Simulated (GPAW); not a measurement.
# SnTe: single point with PBEsol

Crystal: SnTe.

```
Te Sn
1.0
     0.00000    3.61115    3.61115
     3.61115    0.00000    3.61115
     3.61115    3.61115    0.00000
Te Sn
1 1
Direct
  0.25000 0.25000 0.25000
  0.00000 0.00000 0.00000
```

Measurements of this composition are mostly on another form, of space group No. 225.

```json
{"Program": "GPAW 26.7.0", "Task": "single point", "Functional": "PBEsol", "Potentials or basis": "PAW data sets generated in the run's folder for this functional", "Cutoff": "450 eV", "Basis": "pw", "k mesh": "5 × 5 × 5", "Occupations": "fermi-dirac, width 0.05 eV", "Spin": "no spin polarisation", "Maxiter": "120", "Convergence": "default"}
```

```yaml
Pressure: -2.0 GPa
Band_gap_on_the_k_mesh: 0.36 eV, indirect (least direct gap 0.81 eV)
```

Levels at points of the mesh, in eV from the valence-band top:
```
           k point  band 7  band 8  band 9  band 10  band 11  band 12  band 13  band 14
(0.00, 0.00, 0.00)   -4.95   -1.68   -1.68    -1.68     1.24     1.24     1.24     4.24
```

Run time: 8.4 s on 1 thread of Arm Neoverse V2, with other jobs on the host, peak memory 0.15 GiB.

Caveat: the cutoff is short for stress and forces, so pressures can be off by a GPa or more; spin-orbit coupling is left out, which moves the levels of the heavy elements; an odd mesh through Γ misses points on the zone boundary, where band edges often lie.
